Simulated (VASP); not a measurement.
# Settings for CdSe: relaxation of the cell

CdSe, P1 (no. 1), 2 atoms in the cell. LDA, relaxation of the cell; PAW potentials Cd, Se (LDA set). VASP 6.6.1.

Wanted: cell lengths a, b, c within 0.2 %; volume within 0.4 %.

The series start from Relaxations run in a row: 2; Cutoff ENCUT (eV): 400; Force threshold EDIFFG (eV/Å): -0.01; Relaxation method: conjugate gradient, POTIM 0.5; Precision mode: Accurate. Each series keeps the choices made before it, and each single choice may use up half of a tolerance. Times cover all steps of a run.

## Relaxations run in a row

| Relaxations run in a row | Cell lengths a, b, c, largest deviation against the largest value | Volume (Å³/atom) | Time (s) |
|---|---|---|---|
| 1 | 0.13 % | 27.26 | 74 |
| 2 | 0 % | 27.15 | 97 |
| 3 (reference) | 0 % | 27.15 | 95 |

Chosen: 2, the loosest value from which every tighter one stays within half of the tolerance.

## Cutoff ENCUT (eV)

| Cutoff ENCUT (eV) | Cell lengths a, b, c, largest deviation against the largest value | Volume (Å³/atom) | Time (s) |
|---|---|---|---|
| 250 | 1.9 % | 25.89 | 40 |
| 300 | 0.065 % | 27.32 | 59 |
| 350 | 0.24 % | 27.14 | 67 |
| 400 | 0.22 % | 27.15 | 97 |
| 450 | 0.061 % | 27.28 | 81 |
| 500 | 0.022 % | 27.34 | 75 |
| 550 (reference) | 0 % | 27.33 | 97 |

Chosen: 450.

## Force threshold EDIFFG (eV/Å)

| Force threshold EDIFFG (eV/Å) | Cell lengths a, b, c, largest deviation against the largest value | Volume (Å³/atom) | Time (s) |
|---|---|---|---|
| -0.05 | 0.76 % | 27.3 | 49 |
| -0.02 | 0.044 % | 27.25 | 66 |
| -0.01 | 0.03 % | 27.28 | 81 |
| -0.005 | 0.0038 % | 27.28 | 86 |
| -0.002 (reference) | 0 % | 27.27 | 101 |

Chosen: -0.02.

## Relaxation method

| Relaxation method | Cell lengths a, b, c, largest deviation against the largest value | Volume (Å³/atom) | Time (s) |
|---|---|---|---|
| conjugate gradient, POTIM 0.5 | 0 % | 27.25 | 66 |
| conjugate gradient, POTIM 0.2 | 0.05 % | 27.29 | 75 |
| conjugate gradient, POTIM 1.0 | 0.038 % | 27.28 | 79 |
| quasi-Newton, POTIM 0.5 | 0.06 % | 27.25 | 54 |
| quasi-Newton, POTIM 0.5, at least 5 electronic steps | 0.06 % | 27.25 | 52 |
| velocity quench, POTIM 0.1 | 0.28 % | 27.31 | 59 |

Chosen: conjugate gradient, POTIM 0.5; no other choice that stays within half of the tolerance saves 30 % of the time.

## Precision mode

| Precision mode | Cell lengths a, b, c, largest deviation against the largest value | Volume (Å³/atom) | Time (s) |
|---|---|---|---|
| Accurate | 0 % | 27.25 | 66 |
| Normal | 0.0045 % | 27.25 | 40 |
| High | 0.01 % | 27.24 | 65 |

Chosen: Normal, the fastest of those that stay within half of the tolerance.

## All choices together

| Input | Cell lengths a, b, c, largest deviation against the largest value | Volume (Å³/atom) | Time (s) |
|---|---|---|---|
| the program's own cutoff and thresholds (naive) | 0.66 % | 26.93 | 21 |
| chosen settings | 0.12 % | 27.25 | 40 |
| reference settings throughout | 0 % | 27.33 | 149 |

The tolerance is met.

Values of the reference run: Cell lengths a, b, c: 4.261, 4.259, 4.26 Å.

## The input

INCAR.step1:
```
SYSTEM = CdSe
PREC     = Normal         ! precision mode
ENCUT    = 450            ! plane-wave cutoff, eV
EDIFF    = 1E-7           ! SCF threshold, eV
ISMEAR   = 0              ! smearing method
SIGMA    = 0.05           ! smearing width, eV
LREAL    = .FALSE.        ! projectors in reciprocal space
LASPH    = .TRUE.         ! aspherical terms in the spheres
NELM     = 100            ! most SCF steps
ALGO     = Normal         ! electronic algorithm
LWAVE    = .FALSE.        ! write WAVECAR
LCHARG   = .FALSE.        ! write CHGCAR
GGA      = CA             ! functional
IBRION   = 2              ! ionic algorithm
NSW      = 80             ! ionic steps
ISIF     = 3              ! what is computed and relaxed
EDIFFG   = -0.02          ! ionic threshold
POTIM    = 0.5            ! step
ISYM     = 0            
KPAR     = 4             
```

INCAR.step3, as INCAR.step1 but for:
```
- IBRION = 2
- NSW = 80
- ISIF = 3
- EDIFFG = -0.02
- POTIM = 0.5
+ NSW = 0
+ ISIF = 2
```

KPOINTS:
```
k-points
0
Gamma
  6 6 6
```

POSCAR.step1:
```
CdSe
1.0
   -0.0129240000      3.1837980000      3.1634830000
    3.1395910000      0.0102550000      3.1403040000
    3.1344250000      3.1554540000      0.0154200000
Cd Se
1 1
Direct
   -0.0052140000      0.0045600000      0.0047410000
    0.2552140000      0.2454400000      0.2452590000
```

POSCAR.step3:
```
CdSe
1.0
   -0.0001733356      3.0131425421      3.0111409823
    3.0077264355      0.0020235634      3.0087795242
    3.0075946416      3.0107281278      0.0022127018
Cd Se
1 1
Direct
    0.9997610941      0.0001887642      0.0002254544
    0.2502389059      0.2498112358      0.2497745456
```

Commands (each step's output is kept before the next begins):
```
cat potpaw_LDA.64/Cd/POTCAR potpaw_LDA.64/Se/POTCAR > POTCAR
cp INCAR.step1 INCAR
cp POSCAR.step1 POSCAR
mpirun -np 4 vasp_std > vasp.out
cp CONTCAR POSCAR
mpirun -np 4 vasp_std > vasp.out
# POSCAR: the CONTCAR of the step before
cp INCAR.step3 INCAR
cp POSCAR.step3 POSCAR
mpirun -np 4 vasp_std > vasp.out
```

Limits: the start was distorted on purpose (volume up by 6 %, random strain, atoms moved at random), so the space group given is the start's and not the crystal's.

The chosen input took VASP 6.6.1 40 s on 4 cores (Intel Xeon Platinum 8488C (Sapphire Rapids)), a shared host.

## An input that fails: cell relaxed at a low cutoff

It runs to its end, but against the unchanged starting input it is off by 1.6 % in the cell lengths a, b, c, 4.5 % in the volume.

Changes against the starting input:
```
(all steps)
- PREC = Accurate
- ENCUT = 400
+ PREC = Low
+ ENCUT = 250
(POSCAR.step3)
-   -0.0003274393      3.0090135943      3.0066739631
-    3.0040163705      0.0010615923      3.0051298474
-    3.0037558945      3.0072800961      0.0013746851
+   -0.0016922784      2.9692518997      2.9616817807
+    2.9565353687      0.0025341317      2.9573598987
+    2.9555072068      2.9639309277      0.0035864491
-    0.9998007302      0.0001398593      0.0001892017
-    0.2501992698      0.2498601407      0.2498107983
+    0.9994602418      0.0002281451      0.0004364621
+    0.2505397582      0.2497718549      0.2495635379
```
